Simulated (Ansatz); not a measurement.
# Ag: the cost of one run

Computed with Ansatz 0.2.0 (DFT PBE, scalar-relativistic, plane waves, PAW, unless a step's input says otherwise).

### Step 1. The system as given

It takes space group Fm-3m (No. 225, cubic). Conventional cell: a = 4.086 Å, b = 4.086 Å, c = 4.086 Å, α = 90.00°, β = 90.00°, γ = 90.00°. Ag (site symmetry m-3m) has 12 Ag at 2.89 Å as nearest neighbours.

Coordinates:

```cif
data_structure
_symmetry_space_group_name_H-M 'Fm-3m'
_symmetry_Int_Tables_number 225
_cell_length_a 4.0862
_cell_length_b 4.0862
_cell_length_c 4.0862
_cell_angle_alpha 90.000
_cell_angle_beta 90.000
_cell_angle_gamma 90.000
_cell_volume 68.23
loop_
_atom_site_label
_atom_site_type_symbol
_atom_site_symmetry_multiplicity
_atom_site_Wyckoff_symbol
_atom_site_fract_x
_atom_site_fract_y
_atom_site_fract_z
_atom_site_occupancy
Ag1 Ag 4 a 0.00000 0.00000 0.00000 1
```

No relaxation comes first: the listed cell is the starting point.

### Step 2. The reference cell

The reference gives a free energy of -7590.5463 eV, pressure 4.68 GPa, largest force 0.000 eV/Å and gap on the mesh none (metal). It was computed beforehand with the settings of the runs below.

### Step 3. Next: a strain scan

The cell is strained by ε times the Voigt pattern (1, 0, 0, 0, 0, 0) (xx, yy, zz, yz, xz, xy; engineering shear), with fractional coordinates fixed (clamped ions). The stress on the pattern is the sum of the stress components weighted by it, tension positive.

### Step 4. At ε = -0.0400

Contents of input.yaml:

```yaml
crystal:
  lattice:
    - [0.0, 2.0431, 2.0431]
    - [1.961376, 0.0, 2.0431]
    - [1.961376, 2.0431, 0.0]
  atoms:
    - { symbol: Ag, position: [0.0, 0.0, 0.0] }
basis:
  ecutwfc: 420
kpoints:
  mp_grid: { grid: [20, 20, 20] }
hamiltonian:
  xc: pbe
scf:
  occupations: { method: gaussian, width: 0.15 }
output:
  forces: true
  stress: true
  eigenvalues: true
```

Command:

```console
ansatz run input.yaml --threads 1 --pin off --max-ram 2560MiB --backend cpu --events-out ev --progress --plain --runs-dir out
```

Q: Estimate wall time and peak memory on 1 thread of Arm Neoverse V1, shared host.

About 7.8 s, with a peak of 0.39 GiB.
